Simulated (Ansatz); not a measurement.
# A computed series for NaI: pressure series

Consider NaI in the rock salt structure (space group Fm-3m, No. 225; a = 6.460 Å).

Cell and atoms are relaxed at each pressure.

Calculations: Ansatz (a program for electronic structure) r2SCAN, no spin-orbit coupling.

Notes on the quantities. enthalpy: H = E + PV relative to the base's energy.

| change | electron mass | enthalpy | volume per atom |
|---|---|---|---|
| base | 0.28 mₑ (at Γ) | – | 33.70 Å³ |
| pressure −2 GPa | 0.31 mₑ (at Γ) | -0.45 eV/atom | [?] |
| pressure −1 GPa | 0.29 mₑ (at Γ) | -0.22 eV/atom | 36.07 Å³ |
| pressure 3 GPa | 0.27 mₑ (at Γ) | +0.59 eV/atom | 29.64 Å³ |
| pressure 7 GPa | [?] | +1.29 eV/atom | 26.69 Å³ |
| pressure 15 GPa | 1.1 mₑ along k, 0.27 mₑ across (at X) | +2.53 eV/atom | [?] |
| pressure 30 GPa | 1.1 mₑ along k, 0.24 mₑ across (at X) | +4.55 eV/atom | 20.12 Å³ |
| pressure 50 GPa | 1.1 mₑ along k, 0.21 mₑ across (at X) | +6.90 eV/atom | 17.74 Å³ |
| pressure 75 GPa | 1.1 mₑ along k, 0.19 mₑ across (at X) | +9.51 eV/atom | [?] |
| pressure 100 GPa | 1.1 mₑ along k, 0.18 mₑ across (at X) | +11.89 eV/atom | 14.66 Å³ |

Fill in the withheld entries from the trend.


- pressure −2 GPa, volume per atom: 40.22 Å³
- pressure 7 GPa, electron mass: 0.26 mₑ (at Γ)
- pressure 15 GPa, volume per atom: 23.37 Å³
- pressure 75 GPa, volume per atom: 15.91 Å³

Spin-orbit coupling, missing from the scalar runs, can matter with I. The levels and masses belong to the bands next to the band gap. Load acts through the strain it causes; cell and atoms are relaxed under it. Masses are band curvatures over ±0.01 Å⁻¹ around the edge. Along k means along the line from Γ to the band edge. No phonon test of stability was made. No other phases were tried under pressure.
